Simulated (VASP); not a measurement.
# ZnO (zincite) (P6_3mc) in VASP: further runs

The runs below take ZnO (zincite) through single point, with PBE, HSE06.

Everything below comes from runs of VASP 6.6.1. Logs are shortened: lines on timing, memory, paths and dates and some standing lists are left out, and cuts for length are marked.

**Measured values to compare with.**

“Electronic structure of alkaline earth and post-transition metal oxides”, 2009, arxiv:0908.1581 quotes, for a bulk crystal of ZnO: band gap 3.37 eV.

The runs below are set against these values where they give the same quantity.

**1. Starting point**

It takes space group P6_3mc (No. 186, hexagonal). Conventional cell: a = 3.235 Å, b = 3.235 Å, c = 5.211 Å, α = 90.00°, β = 90.00°, γ = 120.00°. Zn (site symmetry 3m) is surrounded by 4 O at 1.97 to 1.98 Å. O (site symmetry 3m) has 4 Zn at 1.97 to 1.98 Å as nearest neighbours.

**2. Single point, PBE**

INCAR

```
PREC     = Accurate       # precision mode
ENCUT    = 520            # plane-wave cutoff, eV
EDIFF    = 1E-6           # SCF threshold, eV
ISMEAR   = 0              # smearing method
SIGMA    = 0.01           # smearing width, eV
LREAL    = False          # projectors in reciprocal space
LASPH    = True           # aspherical terms in the spheres
NELM     = 100            # most SCF steps
ALGO     = Fast           # electronic algorithm
ISIF     = 2              # what is computed and relaxed
LWAVE    = False          # write WAVECAR
LCHARG   = False          # write CHGCAR
GGA      = PE             # functional
NBANDS   = 26             # bands
```

KPOINTS

```
Automatic mesh
0
Gamma
  6 6 4
```

POSCAR

```
ZnO
1.0
    3.2353522072      0.0000000000      0.0000000000
   -1.6176761036      2.8018972017      0.0000000000
    0.0000000000      0.0000000000      5.2109131099
Zn O
2 2
Direct
    0.3333333333      0.6666666667      0.4996551081
    0.6666666667      0.3333333333     -0.0003448919
    0.6666666667      0.3333333333      0.3793548919
    0.3333333333      0.6666666667      0.8793548919
```

Potentials or basis: VASP PAW PBE potentials, release 64 (Zn, O).

On the command line:

```bash
> cat potpaw_PBE.64/Zn/POTCAR potpaw_PBE.64/O/POTCAR > POTCAR
> mpirun -np 1 vasp_std > vasp.out
```

OUTCAR:

```text
PREC = Accurate
   ENCUT = 520
   EDIFF = 1E-6
   ISMEAR = 0
   LREAL = False
   LASPH = True
   NELM = 100
   ISIF = 2
   GGA = PE

 ion  position               nearest neighbor table
   1  0.333  0.667  0.500-   3 1.97   3 1.97   3 1.97   4 1.98
   2  0.667  0.333  1.000-   4 1.97   4 1.97   4 1.97   3 1.98
   3  0.667  0.333  0.379-   1 1.97   1 1.97   1 1.97   2 1.98
   4  0.333  0.667  0.879-   2 1.97   2 1.97   2 1.97   1 1.98

  LATTYP: Found a hexagonal cell.
 ALAT       =     3.2353522072
 C/A-ratio  =     1.6106169518

  Lattice vectors:

 A1 = (   3.2353522072,   0.0000000000,   0.0000000000)
 A2 = (  -1.6176761036,   2.8018972017,   0.0000000000)
 A3 = (   0.0000000000,   0.0000000000,   5.2109131099)

Analysis of symmetry for initial positions (statically):
=====================================================================
 Subroutine PRICEL returns:
 Original cell was already a primitive cell.

 Routine SETGRP: Setting up the symmetry group for a
 hexagonal supercell.

 Subroutine GETGRP returns: Found 12 space group operations
 (whereof  6 operations were pure point group operations)
 out of a pool of 24 trial point group operations.

The static configuration has the point symmetry C_3v.
 The point group associated with its full space group is C_6v.

Analysis of symmetry for dynamics (positions and initial velocities):
=====================================================================
 Subroutine PRICEL returns:
 Original cell was already a primitive cell.

 Routine SETGRP: Setting up the symmetry group for a
 hexagonal supercell.

 Subroutine GETGRP returns: Found 12 space group operations
 (whereof  6 operations were pure point group operations)
 out of a pool of 24 trial point group operations.

The dynamic configuration has the point symmetry C_3v.
 The point group associated with its full space group is C_6v.

 Subroutine INISYM returns: Found 12 space group operations
 (whereof  6 operations are pure point group operations),
 and found     1 'primitive' translations

----------------------------------------------------------------------------------------

                                     Primitive cell

  volume of cell :      47.2376

  direct lattice vectors                    reciprocal lattice vectors
     3.235352207  0.000000000  0.000000000     0.309085359  0.178450515  0.000000000
    -1.617676104  2.801897202  0.000000000     0.000000000  0.356901031  0.000000000
     0.000000000  0.000000000  5.210913110     0.000000000  0.000000000  0.191904946

  length of vectors
     3.235352207  3.235352207  5.210913110     0.356901031  0.356901031  0.191904946

  position of ions in fractional coordinates (direct lattice)
     0.333333333  0.666666667  0.499655108
     0.666666667  0.333333333  0.999655108
     0.666666667  0.333333333  0.379354892
     0.333333333  0.666666667  0.879354892

  ion indices of the primitive-cell ions
   primitive index   ion index
                 1           1
                 2           2
                 3           3
                 4           4

----------------------------------------------------------------------------------------

 KPOINTS: Automatic mesh

Automatic generation of k-mesh.
 Grid dimensions read from file:
 generate k-points for:    6    6    4

 Generating k-lattice:

  Cartesian coordinates                     Fractional coordinates (reciprocal lattice)
     0.051514227  0.029741753  0.000000000     0.166666667  0.000000000  0.000000000
     0.000000000  0.059483505  0.000000000     0.000000000  0.166666667  0.000000000
     0.000000000  0.000000000  0.047976237     0.000000000  0.000000000  0.250000000

  Length of vectors
     0.059483505  0.059483505  0.047976237

  Shift w.r.t. Gamma in fractional coordinates (k-lattice)
     0.000000000  0.000000000  0.000000000

 Subroutine IBZKPT returns following result:
 ===========================================

 Found     21 irreducible k-points:

 Following reciprocal coordinates:
            Coordinates               Weight
  0.000000  0.000000  0.000000      1.000000
  0.166667  0.000000  0.000000      6.000000
  0.333333  0.000000  0.000000      6.000000
  0.500000  0.000000  0.000000      3.000000
  0.166667  0.166667  0.000000      6.000000
  0.333333  0.166667  0.000000     12.000000
[... 13 lines left out ...]
  0.333333  0.166667  0.500000     12.000000
  0.333333  0.333333  0.500000      2.000000
   k-points           NKPTS =     21   k-points in BZ     NKDIM =     21   number of bands    NBANDS=     26
   number of dos      NEDOS =    301   number of ions     NIONS =      4
   total plane-waves  NPLWV =  23040
   dimension x,y,z NGX =    24 NGY =   24 NGZ =   40
   dimension x,y,z NGXF=    48 NGYF=   48 NGZF=   80
   ions per type =               2   2
   NGX,Y,Z   is equivalent  to a cutoff of  12.33, 12.33, 12.76 a.u.
   NGXF,Y,Z  is equivalent  to a cutoff of  24.66, 24.66, 25.52 a.u.
 SYSTEM =  unknown system
   PREC   = accura    normal or accurate (medium, high low for compatibility)
   ISTART =      0    job   : 0-new  1-cont  2-samecut
   ICHARG =      2    charge: 1-file 2-atom 10-const
   ISPIN  =      1    spin polarized calculation?
   LNONCOLLINEAR =      F non collinear calculations
   LSORBIT =      F    spin-orbit coupling
   LASPH  =      T    aspherical Exc in radial PAW
   ENCUT  =  520.0 eV  38.22 Ry    6.18 a.u.   6.02  6.02  9.69*2*pi/ulx,y,z
   NELM   =    100;   NELMIN=  2; NELMDL= -5     # of ELM steps
   EDIFF  = 0.1E-05   stopping-criterion for ELM
   LREAL  =      F    real-space projection
   EDIFFG = 0.1E-04   stopping-criterion for IOM
   NSW    =      0    number of steps for IOM
   IBRION =     -1    ionic relax: 0-MD 1-quasi-New 2-CG
   NFREE  =      0    steps in history (QN), initial steepest desc. (CG)
   ISIF   =      2    stress and relaxation
   ISYM   =      2    0-nonsym 1-usesym 2-fastsym
   POTIM  = 0.5000    time-step for ionic-motion
   TEBEG  =    0.0;   TEEND  =   0.0 temperature during run
   PSTRESS=    0.0 pullay stress
   NELECT =      36.0000    total number of electrons
   NUPDOWN=      -1.0000    fix difference up-down
   EMIN   =  10.00;   EMAX   =-10.00  energy-range for DOS
   EFERMI =   0.00;   METHOD = LEGACY
   ISMEAR =     0;   SIGMA  =   0.01  broadening in eV -4-tet -1-fermi 0-gaus
   EFERMI_NEDOS =   21; number of points for ismear=-14 and -15
   IALGO  =     68    algorithm
   IMIX   =      4    mixing-type and parameters
     AMIX     =   0.40;   BMIX     =  1.00
     AMIX_MAG =   1.60;   BMIX_MAG =  1.00
  volume/ion in A,a.u.               =      11.81        79.69
  Fermi-wavevector in a.u.,A,eV,Ry     =   1.495362  2.825825 30.424107  2.236109
  Thomas-Fermi vector in A             =   2.607517
   LORBIT       =      0    0 simple, 1 ext, 2 COOP (PROOUT), +10 PAW based schemes
   GGA     = PE    functional components
   LHFCALC =     F    Hartree Fock is set to
   AEXX    =    0.0000 exact exchange contribution
   IVDW    =     0    specifies the selected vdW correction
   LEPSILON=     F    determine dielectric tensor
   LRPA    =     F    only Hartree local field effects (RPA)
 non-spin polarized calculation
 RMM-DIIS sequential band-by-band and
 Gauss-broadening in eV      SIGMA  =   0.01
  energy-cutoff  :      520.00
  volume of cell :       47.24
 maximum number of plane-waves:      1296
   NGX = 13   NGY = 13   NGZ = 19

 number of electron      36.0000015 magnetization

 Free energy of the ion-electron system (eV)
  ---------------------------------------------------
  ext. energy  EPLUGINS =         0.00000000
  ---------------------------------------------------
  free energy    TOTEN  =       -17.80619242 eV

  energy without entropy =      -17.80619242  energy(sigma->0) =      -17.80619242

 E-fermi :   1.3541     XC(G=0): -10.9519

 val. band max:        1.2798896824   @ k =   0.0000   0.0000   0.0000
 cond. band min:       2.0715661432   @ k =   0.0000   0.0000   0.0000
 fundamental gap:      0.7916764608
 Fermi energy:         1.3541136008

 k-point     1 :       0.0000    0.0000    0.0000
  band No.  band energies     occupation
      1     -16.8772      2.00000
      2     -16.1431      2.00000
      3      -4.4599      2.00000
      4      -4.4599      2.00000
      5      -4.4216      2.00000
      6      -4.4064      2.00000
[... 18 lines left out ...]
     25      15.4839      0.00000
     26      15.4839      0.00000

 k-point     2 :       0.1667    0.0000    0.0000
  band No.  band energies     occupation
      1     -16.7286      2.00000
      2     -16.0793      2.00000
      3      -4.6169      2.00000
      4      -4.3766      2.00000
      5      -4.3494      2.00000
      6      -4.2830      2.00000
[... 18 lines left out ...]
     25      15.3852      0.00000
     26      15.6776      0.00000

 k-point     3 :       0.3333    0.0000    0.0000
  band No.  band energies     occupation
      1     -16.3934      2.00000
      2     -15.9725      2.00000
      3      -4.7784      2.00000
      4      -4.4178      2.00000
      5      -4.2416      2.00000
      6      -4.0438      2.00000
[... 18 lines left out ...]
     25      14.7400      0.00000
     26      15.4321      0.00000

 k-point     4 :       0.5000    0.0000    0.0000
  band No.  band energies     occupation
      1     -16.1804      2.00000
      2     -15.9555      2.00000
      3      -4.6991      2.00000
      4      -4.5146      2.00000
      5      -4.1972      2.00000
      6      -3.8219      2.00000
[... 18 lines left out ...]
     25      14.5229      0.00000
     26      15.5875      0.00000

 k-point     5 :       0.1667    0.1667    0.0000
  band No.  band energies     occupation
      1     -16.4849      2.00000
      2     -15.9944      2.00000
      3      -4.6658      2.00000
      4      -4.4541      2.00000
      5      -4.2308      2.00000
      6      -4.1863      2.00000
[... 18 lines left out ...]
     25      13.8876      0.00000
     26      16.6402      0.00000

 k-point     6 :       0.3333    0.1667    0.0000
  band No.  band energies     occupation
      1     -16.1887      2.00000
      2     -15.9511      2.00000
      3      -4.5964      2.00000
      4      -4.3502      2.00000
      5      -4.1914      2.00000
      6      -3.9727      2.00000
[... 340 lines left out ...]
 k-point    18 :       0.5000    0.0000    0.5000
  band No.  band energies     occupation
      1     -16.0588      2.00000
      2     -16.0588      2.00000
      3      -4.8900      2.00000
      4      -4.8900      2.00000
      5      -3.9647      2.00000
      6      -3.9647      2.00000
[... 18 lines left out ...]
     25      15.0303      0.00000
     26      15.0303      0.00000

 k-point    19 :       0.1667    0.1667    0.5000
  band No.  band energies     occupation
      1     -16.2379      2.00000
      2     -16.2379      2.00000
      3      -4.8073      2.00000
      4      -4.8073      2.00000
      5      -4.2356      2.00000
      6      -4.2356      2.00000
[... 18 lines left out ...]
     25      14.7842      0.00000
     26      14.7842      0.00000

 k-point    20 :       0.3333    0.1667    0.5000
  band No.  band energies     occupation
      1     -16.0611      2.00000
      2     -16.0611      2.00000
      3      -4.7470      2.00000
      4      -4.7470      2.00000
      5      -4.1064      2.00000
      6      -4.1064      2.00000
[... 18 lines left out ...]
     25      15.5345      0.00000
     26      15.5346      0.00000

 k-point    21 :       0.3333    0.3333    0.5000
  band No.  band energies     occupation
      1     -16.0030      2.00000
      2     -16.0030      2.00000
      3      -4.4922      2.00000
      4      -4.4922      2.00000
      5      -4.2537      2.00000
      6      -4.2537      2.00000
[... 18 lines left out ...]
     25      17.0113      0.00000
     26      17.0363      0.00000

------------------------ aborting loop because EDIFF is reached ----------------------------------------

  FORCE on cell =-STRESS in cart. coord.  units (eV):
  Direction    XX          YY          ZZ          XY          YZ          ZX
  --------------------------------------------------------------------------------------
  -------------------------------------------------------------------------------------
  Total        2.0961121      2.0961121      2.1227012      0.0000000      0.0000000      0.0000000
  in kB       71.0947438     71.0947438     71.9965791      0.0000000      0.0000000      0.0000000
  external PRESSURE =      71.3953556 kB  Pullay stress =       0.0000000 kB

 VOLUME and BASIS-vectors are now :
 -----------------------------------------------------------------------------
  energy-cutoff  :      520.00
  volume of cell :       47.24
      direct lattice vectors                 reciprocal lattice vectors
     3.235352207  0.000000000  0.000000000     0.309085359  0.178450515  0.000000000
    -1.617676104  2.801897202  0.000000000     0.000000000  0.356901031  0.000000000
     0.000000000  0.000000000  5.210913110     0.000000000  0.000000000  0.191904946

 POSITION                                       TOTAL-FORCE (eV/Angst)
 -----------------------------------------------------------------------------------
     -0.00000      1.86793      2.60366         0.000000      0.000000      0.003829
      1.61768      0.93397      5.20912        -0.000000     -0.000000      0.003829
      1.61768      0.93397      1.97679         0.000000     -0.000000     -0.003829
     -0.00000      1.86793      4.58224        -0.000000      0.000000     -0.003829
 -----------------------------------------------------------------------------------
    total drift:                                0.000000      0.000001     -0.001458

  FREE ENERGIE OF THE ION-ELECTRON SYSTEM (eV)
  ---------------------------------------------------
  free  energy   TOTEN  =       -17.8061924189 eV

  energy  without entropy=      -17.8061924189  energy(sigma->0) =      -17.80619242
```

Run time: 13 s. Hardware: 1 thread of Intel Xeon Platinum 8559C (Emerald Rapids), shared host; peak memory 0.16 GiB.

What came out:

```
Free energy            : -17.8062 eV
Pressure               : 7.1 GPa
Largest force          : 0.004 eV/Å
Band gap on the k mesh : 0.79 eV, direct
```

Forces on the atoms (eV/Å):
```
Zn   0.000  0.000  0.004
Zn   0.000  0.000  0.004
O    0.000  0.000 -0.004
O    0.000  0.000 -0.004
```

Levels at points of the mesh, in eV from the valence-band top:
| k point | band 15 | band 16 | band 17 | band 18 | band 19 | band 20 | band 21 | band 22 |
| --- | --- | --- | --- | --- | --- | --- | --- | --- |
| (0.00, 0.00, 0.00) | -0.80 | -0.09 | 0.00 | 0.00 | 0.79 | 5.24 | 8.23 | 12.93 |
| (0.50, 0.00, 0.00) | -2.85 | -2.29 | -1.30 | -0.85 | 5.81 | 6.87 | 7.59 | 8.55 |
| (0.00, 0.00, 0.50) | -0.40 | -0.40 | -0.40 | -0.40 | 3.47 | 3.47 | 10.10 | 10.10 |
| (0.50, 0.00, 0.50) | -1.53 | -1.53 | -1.39 | -1.39 | 5.72 | 5.72 | 8.47 | 8.47 |

[end of part 1 of 2]
